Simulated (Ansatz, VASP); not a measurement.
## One calculation of AlO, two programs

INCAR

```
SYSTEM = AlO
PREC = Accurate
ENCUT = 520
EDIFF = 1E-7
ISMEAR = 0
SIGMA = 0.1
LREAL = .FALSE.
LASPH = .TRUE.
NELM = 150
ALGO = Normal
ISIF = 2
LWAVE = .FALSE.
LCHARG = .FALSE.
ISPIN = 2
MAGMOM = 0 1
LORBIT = 11
GGA = PE
NBANDS = 16
```

KPOINTS

```
regular mesh
0
G
  4 4 4
  0 0 0
```

File POSCAR:

```
AlO
1.0
    4.4671863500      0.0000000000      0.0000000000
    0.0000000000      4.4671863500      0.0000000000
    0.0000000000      0.0000000000      4.4671863500
Al O
1 1
Direct
    0.5000000000      0.5000000000      0.5000000000
    0.0000000000      0.0000000000      0.0000000000
```

Input for Ansatz:

```yaml
crystal:
  lattice:
    - [4.46718635, 0.0, 0.0]
    - [0.0, 4.46718635, 0.0]
    - [0.0, 0.0, 4.46718635]
  atoms:
    - { symbol: Al, position: [0.5, 0.5, 0.5] }
    - { symbol: O, position: [0.0, 0.0, 0.0], spin: 1.0 }
basis:
  ecutwfc: 420
kpoints:
  mp_grid: { grid: [4, 4, 4] }
hamiltonian:
  xc: pbe
scf:
  occupations: { method: gaussian, width: 0.1 }
  lower_state_search: "off"
output:
  forces: true
  stress: true
  eigenvalues: true
  populations: true
magnetization:
  spin_polarized: true
```

Alike in both runs: task single point; functional PBE; k mesh 4 × 4 × 4; occupations gaussian, width 0.1 eV; collinear spin.

```csv
,VASP,Ansatz
version,VASP 6.6.1,Ansatz 0.2.0
potentials or method,"VASP PAW PBE potentials, release 64 (Al, O)","scalar-relativistic, plane waves, PAW"
plane-wave cutoff (eV),520,420
valence electrons in the cell,9,9
```

|  | VASP | Ansatz | Ansatz less VASP |
| --- | --- | --- | --- |
| gap on the k mesh at the Fermi level (eV) | none | none | - |
| pressure (GPa) | -4.6 | -4.5 | +0.04 |
| net moment per atom (μB) | 0.50 | 0.50 | 0.000 |
| size of the moment on the site where the two differ most (μB) | 0.95 | 1.20 | +0.250 |

Site moments also hang on the region over which each program counts them. A gap of «none» marks a metal or a gap that the smearing closes. The functional is the same, so the differences come from potentials, cutoffs and numerics.
